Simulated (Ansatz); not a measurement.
Born–Oppenheimer molecular dynamics of a periodic cell of 17 atoms, W (host W, host structure bcc, interstitial W). It starts from a partly relaxed structure (largest force component 0.07 eV/Å).

Computed with DFT PBEsol, scalar-relativistic, plane waves, PAW in Ansatz 0.2.0. Settings: cutoff 420 eV, k mesh 2x2x2, fermi-dirac smearing 0.1 eV, no spin polarisation.

```
ensemble        : NVT, Langevin thermostat
time step       : 3 fs
steps asked     : 180
set temperature : 1200 K
friction        : 0.005 /fs
seed            : 720578
```

Frames 30 fs apart, positions in Å.

Velocities at 60 fs (Å/ps):

```
W 0.15 -0.69 -0.87
W 1.54 1.08 3.03
W 5.11 1.17 -0.10
W 0.45 -0.13 0.94
W -0.89 2.60 2.23
W 0.30 -0.44 0.51
W 0.73 -1.69 -3.67
W -1.12 0.10 0.38
W -0.57 1.65 -0.14
W -2.46 -2.74 2.64
W -2.72 0.62 -2.91
W 1.35 2.35 -0.30
W 1.17 -1.11 2.01
W -0.40 -1.59 -1.44
W -0.40 0.72 0.72
W 0.25 1.69 0.17
W -0.36 1.34 -0.89
```

```xyz
17
Lattice="6.3200 0.0000 0.0000 0.0000 6.3200 0.0000 0.0000 0.0000 6.3200" Properties=species:S:1:pos:R:3 time_fs=60 energy_less_start_eV=1.700 T=605
W 0.052 -0.042 0.093
W 3.075 0.193 -0.028
W -0.128 3.143 -0.096
W -0.111 0.085 3.274
W 1.502 1.646 1.512
W 3.708 2.693 -0.285
W 3.150 -0.007 3.061
W 4.850 1.514 1.564
W -0.145 3.097 3.071
W 1.213 4.937 2.064
W 1.668 1.685 4.683
W 3.003 3.120 3.119
W 4.648 4.853 1.577
W 4.730 1.371 4.461
W 1.542 4.912 4.595
W 4.607 4.820 4.889
W 2.283 4.196 0.410
17
Lattice="6.3200 0.0000 0.0000 0.0000 6.3200 0.0000 0.0000 0.0000 6.3200" Properties=species:S:1:pos:R:3 time_fs=90 energy_less_start_eV=1.584 T=707
W 0.033 -0.029 0.050
W 3.126 0.207 0.069
W 0.043 3.184 -0.048
W -0.103 0.084 3.268
W 1.506 1.725 1.559
W 3.707 2.676 -0.273
W 3.142 -0.025 2.983
W 4.837 1.512 1.557
W -0.160 3.144 3.075
W 1.105 4.905 2.107
W 1.550 1.713 4.615
W 3.072 3.227 3.098
W 4.663 4.788 1.617
W 4.738 1.383 4.456
W 1.519 4.872 4.593
W 4.646 4.890 4.904
W 2.314 4.193 0.357
17
Lattice="6.3200 0.0000 0.0000 0.0000 6.3200 0.0000 0.0000 0.0000 6.3200" Properties=species:S:1:pos:R:3 time_fs=120 energy_less_start_eV=1.526 T=937
W 0.024 -0.001 0.002
W 3.146 0.199 0.083
W 0.109 3.192 -0.027
W -0.142 0.172 3.253
W 1.531 1.778 1.583
W 3.724 2.636 -0.309
W 3.061 -0.029 2.984
W 4.876 1.508 1.574
W -0.221 3.155 3.181
W 1.051 4.930 1.972
W 1.480 1.653 4.611
W 3.187 3.309 3.077
W 4.723 4.725 1.628
W 4.761 1.441 4.532
W 1.483 4.758 4.523
W 4.660 4.910 4.850
W 2.396 4.206 0.386
17
Lattice="6.3200 0.0000 0.0000 0.0000 6.3200 0.0000 0.0000 0.0000 6.3200" Properties=species:S:1:pos:R:3 time_fs=150 energy_less_start_eV=1.886 T=960
W 0.040 -0.008 -0.110
W 3.166 0.214 0.014
W 0.061 3.157 -0.040
W -0.127 0.233 3.225
W 1.585 1.772 1.589
W 3.727 2.675 -0.311
W 3.015 -0.010 3.018
W 4.904 1.552 1.629
W -0.256 3.160 3.359
W 1.006 4.985 1.866
W 1.525 1.569 4.652
W 3.243 3.330 3.045
W 4.825 4.706 1.520
W 4.837 1.426 4.558
W 1.470 4.711 4.469
W 4.619 4.875 4.807
W 2.481 4.247 0.461
17
Lattice="6.3200 0.0000 0.0000 0.0000 6.3200 0.0000 0.0000 0.0000 6.3200" Properties=species:S:1:pos:R:3 time_fs=180 energy_less_start_eV=1.910 T=1006
W 0.073 -0.026 -0.194
W 3.147 0.256 -0.064
W 0.039 3.116 -0.082
W -0.005 0.197 3.160
W 1.673 1.722 1.590
W 3.655 2.673 -0.306
W 3.090 0.036 3.066
W 4.870 1.579 1.629
W -0.155 3.171 3.398
W 0.964 5.016 1.875
W 1.669 1.566 4.740
W 3.226 3.277 2.987
W 4.889 4.747 1.410
W 4.881 1.378 4.562
W 1.554 4.696 4.468
W 4.603 4.831 4.736
W 2.530 4.334 0.577
17
Lattice="6.3200 0.0000 0.0000 0.0000 6.3200 0.0000 0.0000 0.0000 6.3200" Properties=species:S:1:pos:R:3 time_fs=210 energy_less_start_eV=1.628 T=1137
W 0.067 0.007 -0.205
W 3.172 0.247 -0.122
W 0.107 3.135 -0.123
W 0.063 0.174 3.207
W 1.679 1.636 1.507
W 3.589 2.675 -0.352
W 3.198 0.077 3.065
W 4.829 1.581 1.585
W -0.018 3.115 3.280
W 0.974 4.949 1.932
W 1.716 1.580 4.679
W 3.215 3.169 2.950
W 4.904 4.809 1.308
W 4.878 1.355 4.582
W 1.679 4.725 4.554
W 4.591 4.756 4.664
W 2.559 4.383 0.638
17
Lattice="6.3200 0.0000 0.0000 0.0000 6.3200 0.0000 0.0000 0.0000 6.3200" Properties=species:S:1:pos:R:3 time_fs=240 energy_less_start_eV=1.712 T=1224
W 0.131 0.020 -0.176
W 3.250 0.177 -0.159
W 0.135 3.210 -0.155
W 0.028 0.191 3.302
W 1.603 1.582 1.408
W 3.533 2.771 -0.400
W 3.281 0.059 3.018
W 4.853 1.600 1.533
W 0.054 3.018 3.106
W 1.002 4.839 2.033
W 1.636 1.606 4.534
W 3.293 3.076 3.013
W 4.847 4.849 1.263
W 4.879 1.438 4.586
W 1.806 4.771 4.656
W 4.665 4.679 4.602
W 2.590 4.367 0.688
17
Lattice="6.3200 0.0000 0.0000 0.0000 6.3200 0.0000 0.0000 0.0000 6.3200" Properties=species:S:1:pos:R:3 time_fs=270 energy_less_start_eV=2.039 T=1304
W 0.194 0.030 -0.137
W 3.294 0.141 -0.242
W 0.161 3.294 -0.156
W -0.052 0.151 3.329
W 1.573 1.497 1.331
W 3.521 2.799 -0.436
W 3.325 -0.034 2.938
W 4.898 1.616 1.422
W 0.065 2.936 2.996
W 1.031 4.889 2.185
W 1.633 1.661 4.463
W 3.348 3.030 3.023
W 4.832 4.861 1.299
W 4.917 1.595 4.536
W 1.825 4.798 4.608
W 4.822 4.615 4.542
W 2.559 4.354 0.803
17
Lattice="6.3200 0.0000 0.0000 0.0000 6.3200 0.0000 0.0000 0.0000 6.3200" Properties=species:S:1:pos:R:3 time_fs=300 energy_less_start_eV=2.743 T=916
W 0.189 0.057 -0.118
W 3.332 0.159 -0.358
W 0.216 3.346 -0.162
W -0.180 0.108 3.292
W 1.636 1.473 1.284
W 3.503 2.804 -0.479
W 3.335 -0.129 2.850
W 4.932 1.558 1.277
W 0.044 2.853 3.006
W 1.019 5.002 2.269
W 1.734 1.661 4.466
W 3.410 3.054 2.953
W 4.957 4.842 1.366
W 4.971 1.666 4.538
W 1.816 4.772 4.553
W 4.960 4.641 4.543
W 2.487 4.323 0.892
17
Lattice="6.3200 0.0000 0.0000 0.0000 6.3200 0.0000 0.0000 0.0000 6.3200" Properties=species:S:1:pos:R:3 time_fs=330 energy_less_start_eV=2.600 T=927
W 0.173 0.026 -0.136
W 3.384 0.098 -0.458
W 0.235 3.364 -0.158
W -0.335 0.212 3.292
W 1.816 1.534 1.299
W 3.491 2.924 -0.506
W 3.353 -0.158 2.831
W 4.939 1.507 1.211
W 0.058 2.888 2.985
W 1.022 5.062 2.216
W 1.799 1.559 4.456
W 3.454 3.089 2.873
W 5.063 4.799 1.379
W 4.995 1.627 4.596
W 1.860 4.746 4.600
W 5.013 4.669 4.590
W 2.484 4.300 0.877
17
Lattice="6.3200 0.0000 0.0000 0.0000 6.3200 0.0000 0.0000 0.0000 6.3200" Properties=species:S:1:pos:R:3 time_fs=360 energy_less_start_eV=1.685 T=1324
W 0.261 -0.017 -0.152
W 3.427 -0.008 -0.482
W 0.281 3.269 -0.140
W -0.336 0.311 3.200
W 1.964 1.590 1.340
W 3.501 2.961 -0.501
W 3.357 -0.119 2.785
W 4.987 1.548 1.251
W 0.131 2.912 2.994
W 1.005 5.178 2.202
W 1.795 1.478 4.428
W 3.467 3.076 2.860
W 5.023 4.699 1.336
W 4.924 1.676 4.718
W 1.858 4.712 4.611
W 5.010 4.691 4.622
W 2.529 4.428 0.825
17
Lattice="6.3200 0.0000 0.0000 0.0000 6.3200 0.0000 0.0000 0.0000 6.3200" Properties=species:S:1:pos:R:3 time_fs=390 energy_less_start_eV=2.037 T=1201
W 0.398 -0.039 -0.199
W 3.492 -0.026 -0.417
W 0.385 3.094 -0.129
W -0.266 0.416 3.158
W 1.997 1.602 1.352
W 3.443 2.926 -0.426
W 3.418 -0.013 2.756
W 5.023 1.565 1.292
W 0.224 2.945 3.045
W 1.014 5.324 2.215
W 1.764 1.484 4.428
W 3.436 3.087 2.894
W 4.995 4.562 1.305
W 4.869 1.695 4.781
W 1.775 4.686 4.521
W 4.989 4.702 4.585
W 2.478 4.623 0.825
```

Of the whole run (540 fs, mean temperature of the second half 1082 K): A run of 0.54 ps of so small a system gives no equilibrium averages. Limits of this set-up: coarse k mesh, a small cell, in which the defect meets its images, a typed lattice constant that wasn't relaxed here.

Run time: 35 min on 2 threads of Arm Neoverse N1 (shared host), peak memory 1 GiB.
